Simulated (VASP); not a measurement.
# GaSb (Immm) in VASP: notebook, part 2 of 2

VASP 6.6.1.

## (4) Single point, PBE, spin-orbit coupling, no magnetisation

INCAR reads:

```
SYSTEM = GaSb
PREC     = Normal         ! precision mode
ENCUT    = 350            ! plane-wave cutoff, eV
EDIFF    = 1E-7           ! SCF threshold, eV
ISMEAR   = 0              ! smearing method
SIGMA    = 0.02           ! smearing width, eV
LREAL    = .False.        ! projectors in reciprocal space
LASPH    = .True.         ! aspherical terms in the spheres
NELM     = 100            ! most SCF steps
ALGO     = Normal         ! electronic algorithm
ISIF     = 2              ! what is computed and relaxed
LWAVE    = .False.        ! write WAVECAR
LCHARG   = .False.        ! write CHGCAR
LNONCOLLINEAR= .True.         ! non-collinear magnetism
MAGMOM   = 0 0 0 0 0 0    ! initial moments
LORBIT   = 11             ! projections on sites
LSORBIT  = .True.         ! spin-orbit coupling
GGA_COMPAT= .False.      
GGA      = PE             ! functional
NBANDS   = 34             ! bands
```

KPOINTS reads:

```
Automatic mesh
0
Gamma
  7 7 7
  0 0 0
```

POSCAR reads:

```
GaSb
1.0
   -1.5559010000      2.6750030000      2.8933130000
    1.5559010000     -2.6750030000      2.8933130000
    1.5559010000      2.6750030000     -2.8933130000
Sb Ga
1 1
Direct
    0.5000000000      0.5000000000      0.0000000000
    0.0000000000      0.0000000000      0.0000000000
```

Potentials or basis: VASP PAW PBE potentials, release 64 (Sb, Ga_d).

Run with:

```sh
> cat potpaw_PBE.64/Sb/POTCAR potpaw_PBE.64/Ga_d/POTCAR > POTCAR
> mpirun -np 1 vasp_ncl > vasp.out
```

OUTCAR:

```text
SYSTEM = GaSb
   PREC = Normal
   ENCUT = 350
   EDIFF = 1E-7
   ISMEAR = 0
   LREAL = .False.
   LASPH = .True.
   NELM = 100
   ISIF = 2
   LNONCOLLINEAR = .True.
   LORBIT = 11
   LSORBIT = .True.
   GGA = PE

 Found     64 irreducible k-points:

 Following reciprocal coordinates:
            Coordinates               Weight
  0.000000  0.000000  0.000000      1.000000
  0.142857  0.000000  0.000000      4.000000
  0.285714  0.000000 -0.000000      4.000000
  0.428571  0.000000 -0.000000      4.000000
  0.000000  0.142857 -0.000000      4.000000
  0.142857  0.142857 -0.000000      8.000000
   k-points           NKPTS =     64   k-points in BZ     NKDIM =     64   number of bands    NBANDS=     34
   number of dos      NEDOS =    301   number of ions     NIONS =      2
   total plane-waves  NPLWV =   8000
   dimension x,y,z NGX =    20 NGY =   20 NGZ =   20
   dimension x,y,z NGXF=    40 NGYF=   40 NGZF=   40
   ions per type =               1   1
   NGX,Y,Z   is equivalent  to a cutoff of   7.85,  7.85,  7.85 a.u.
   NGXF,Y,Z  is equivalent  to a cutoff of  15.70, 15.70, 15.70 a.u.
 SYSTEM =  GaSb
   PREC   = normal    normal or accurate (medium, high low for compatibility)
   ISTART =      0    job   : 0-new  1-cont  2-samecut
[... 316 lines left out ...]
     0.0000000     0.0000000     0.0000000     0.0000000     0.0000000     0.0000000     0.0000000
     0.0000000     0.0000000     0.0000000     0.0000000     0.0000000     0.0000000     0.0000000
     0.0000000     0.0000000     0.0000000     0.0000000     0.0000000     0.0000000     0.0000000
     0.0000000     0.0000000     0.0000000     0.0000000     0.0000000     0.0000000     0.0000000
     0.0000000     0.0000000     0.0000000     0.0000000     0.0000000     0.0000000     0.0000000

 Ion:    2  E_soc:     -0.0111971
 l=   1
     0.0000000    -0.0011215    -0.0009782
    -0.0011215     0.0000000    -0.0011072
    -0.0009782    -0.0011072     0.0000000
 l=   2
     0.0000000    -0.0001585     0.0000000    -0.0001585    -0.0006590
    -0.0001585     0.0000000    -0.0004503    -0.0001687    -0.0001598
     0.0000000    -0.0004503     0.0000000    -0.0004697     0.0000000
    -0.0001585    -0.0001687    -0.0004697     0.0000000    -0.0001672
    -0.0006590    -0.0001598     0.0000000    -0.0001672     0.0000000
 l=   3
     0.0000000     0.0000000     0.0000000     0.0000000     0.0000000     0.0000000     0.0000000
     0.0000000     0.0000000     0.0000000     0.0000000     0.0000000     0.0000000     0.0000000
     0.0000000     0.0000000     0.0000000     0.0000000     0.0000000     0.0000000     0.0000000
     0.0000000     0.0000000     0.0000000     0.0000000     0.0000000     0.0000000     0.0000000
     0.0000000     0.0000000     0.0000000     0.0000000     0.0000000     0.0000000     0.0000000
     0.0000000     0.0000000     0.0000000     0.0000000     0.0000000     0.0000000     0.0000000
     0.0000000     0.0000000     0.0000000     0.0000000     0.0000000     0.0000000     0.0000000

 total charge

# of ion       s       p       d       tot
------------------------------------------
    1        1.199   1.160   0.036   2.394
    2        1.016   0.516   9.952  11.484
--------------------------------------------------
tot          2.215   1.676   9.987  13.878

 magnetization (x)

# of ion       s       p       d       tot
------------------------------------------
    1        0.000   0.000   0.000   0.000
    2        0.000   0.000   0.000   0.000
--------------------------------------------------
tot          0.000   0.000   0.000   0.000

 magnetization (y)

# of ion       s       p       d       tot
------------------------------------------
    1        0.000  -0.000   0.000  -0.000
    2       -0.000   0.000   0.000  -0.000
--------------------------------------------------
tot         -0.000  -0.000   0.000  -0.000

 magnetization (z)

# of ion       s       p       d       tot
------------------------------------------
    1       -0.000   0.000  -0.000  -0.000
    2        0.000   0.000   0.000   0.000
--------------------------------------------------
tot         -0.000   0.000  -0.000  -0.000
```

Run time: 92 s. Hardware: 1 thread of Intel Xeon Platinum 8375C at 2.90GHz (Ice Lake), shared host; peak memory 0.22 GiB.

The run converged, but some of its settings lie outside the range that counts as converged, so its numbers aren't taken as properties of the crystal.

Results:

| Item | Value |
| --- | --- |
| Free energy | -7.1057 eV |
| Pressure | -0.2 GPa |
| Valence electrons inside the program's atomic spheres | Sb 2.39; Ga 11.48 |

Caveat: the cutoff is under 1.25 times the usual one of these potentials, so pressure, stress and relaxed cells hold a basis-set (Pulay) error.

## (5) Single point, PBE, spin-orbit coupling, no magnetisation

INCAR, as its differences from that of step 4:

```diff
@@ -1,3 +1,3 @@
 SYSTEM = GaSb
-PREC     = Normal         ! precision mode
+PREC     = Accurate       ! precision mode
 ENCUT    = 350            ! plane-wave cutoff, eV
@@ -7,3 +7,3 @@
 LREAL    = .False.        ! projectors in reciprocal space
-LASPH    = .True.         ! aspherical terms in the spheres
+LASPH    = .False.        ! aspherical terms in the spheres
 NELM     = 100            ! most SCF steps
```

KPOINTS is that of step 4.

POSCAR is that of step 4.

Run with:

```sh
> cat potpaw_PBE.64/Sb/POTCAR potpaw_PBE.64/Ga_d/POTCAR > POTCAR
> mpirun -np 1 vasp_ncl > vasp.out
```

Run time: 3.6 min. Hardware: 1 thread of Intel Xeon Platinum 8375C at 2.90GHz (Ice Lake), shared host; peak memory 0.29 GiB.

These settings aren't checked as converged: the numbers below hold their error.

What came out:

* Free energy: -7.1052 eV
* Pressure: -0.2 GPa
* Valence electrons inside the program's atomic spheres: Sb 2.39; Ga 11.48

Caveat: the cutoff is under 1.25 times the usual one of these potentials, so pressure, stress and relaxed cells hold a basis-set (Pulay) error.
